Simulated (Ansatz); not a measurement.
Here is an Ansatz 0.2.0 calculation.

input.yaml

```yaml
crystal:
  lattice:
    - [2.9, 0.0, 0.0]
    - [-1.45, 2.511473671, 0.0]
    - [0.0, 0.0, 4.88]
  atoms:
    - { symbol: Au, position: [0.6666666667, 0.3333333333, 0.25] }
    - { symbol: Au, position: [0.3333333333, 0.6666666667, 0.75] }
hamiltonian:
  xc: pbesol
  pseudopotentials: { kind: paw }
kpoints:
  mp_grid: { grid: [8, 8, 5] }
scf:
  occupations: { method: fermi_dirac, width: 0.05 }
phonons:
  method: dfpt
```

Potentials or basis: Ansatz PAW.

Run with:

```bash
$ ansatz run input.yaml --threads 2 --pin off --max-ram 5632MiB --backend cpu --events-out ev --progress --plain --runs-dir out
```

(1) Estimate the highest phonon frequency at Γ.

(2) Estimate the band gap on the k mesh.

Answers

(1) 129 cm⁻¹.

(2) none (metal or under the smearing width).
